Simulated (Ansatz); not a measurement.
The following input was run with Ansatz 0.2.0.

```yaml
crystal:
  lattice:
    - [0.0, 2.1431822775, 2.1431822775]
    - [2.1431822775, 0.0, 2.1431822775]
    - [2.1431822775, 2.1431822775, 0.0]
  atoms:
    - { symbol: Ta, position: [0.5, 0.5, 0.5] }
    - { symbol: "N", position: [0.0, 0.0, 0.0] }
basis:
  ecutwfc: 420
kpoints:
  mp_grid: { grid: [16, 16, 16] }
hamiltonian:
  xc: pbesol
scf:
  occupations: { method: gaussian, width: 0.1 }
output:
  forces: true
  stress: true
  eigenvalues: true
```

Launched with
```bash
ansatz run input.yaml --threads 1 --pin off --max-ram 2560MiB --backend cpu --events-out ev --progress --plain --runs-dir out
```

Computed with DFT PBEsol, scalar-relativistic, plane waves, PAW (Ansatz).

Abridged output (final results; tables in files aren't shown):

```
SCF 1 converged in 6 iterations: F = -10186.964304 eV  dr2 = 1.41e-10
SCF converged after 6 iterations
Free energy (F): -10186.964304 eV
Harris-Foulkes:  -10186.964304 eV  (|F-HF|=1.11e-10)
Internal energy: -10186.959046 eV  (E = F + TS)
E sigma→0 (E₀):  -10186.961675 eV
Entropy (-TS):   -0.005258 eV (-2.629 meV/atom)
Fermi energy:    23.373672 eV
--- Per-component energies (eV) ---
  E_band       = -16.430933
  E_kinetic    = 506.736523
  E_local      = -532.519833  (includes V_loc(G=0)·N_el)
  E_nonlocal   = 64.039730
  E_hartree    = 182.923142
  E_xc         = -279.959753
  E_vxc        = -284.373544  (∫ρ·V_xc dr)
  E_paw        = -8396.430411  (= ΣΔE_a)
  E_vpaw       = -136.160354  (= ΣTr[D̂ρ^β])
  E_aug_tail   = 0.000277  (compensation charges beyond the density's cutoff)
  E_ewald      = -1731.990467
  E_core_change = 0.241745  (= ΣΔE_core)
  E_smearing   = -0.005258  (= −TS)
--- Forces (eV/Å), atoms counted from 1 ---
  atom   1  Ta     0.00000000     0.00000000     0.00000000
  atom   2  N      0.00000000     0.00000000     0.00000000
--- Stress (GPa, compression-positive) ---
       25.348357       0.000000       0.000000
        0.000000      25.348357       0.000000
        0.000000       0.000000      25.348357
  P = ⅓ Tr σ = 25.3484 GPa (253.484 kbar)
--- Band table (eV; the first three rows and the last of 145) ---
  k-point 0: bands = ["-45.8995", "-12.1214", "-12.1214", "-12.1214", "3.9656", "19.3713", "19.3713", "19.3713", "21.0386", "21.0386", "21.0386", "23.4449", "23.4449", "25.5974", "32.5218", "49.0308", "49.0308"]
  k-point 1: bands = ["-45.8963", "-12.1697", "-12.1254", "-12.1254", "4.0767", "18.8238", "18.9850", "18.9850", "21.2160", "21.2160", "21.3050", "23.8858", "23.8858", "25.8803", "32.8455", "47.3646", "48.1950"]
  k-point 2: bands = ["-45.8874", "-12.3052", "-12.1370", "-12.1370", "4.3969", "17.7309", "18.1992", "18.1992", "21.6222", "21.6222", "21.6949", "24.9465", "24.9465", "26.6114", "33.7492", "44.9929", "46.4111"]
  k-point 144: bands = ["-45.7890", "-12.8018", "-12.8018", "-12.5385", "6.0501", "15.4367", "16.3107", "16.3107", "23.1750", "23.1750", "27.4384", "28.1670", "28.4961", "34.3547", "36.1293", "36.1293", "39.7739"]
```

The run converged.

It took 1.7 s on 1 thread of Intel(R) Xeon(R) 6975P-C (Granite Rapids), on a shared host, peak memory 0.38 GiB.

Spin–orbit coupling is left out, which can shift energies with elements as heavy as these.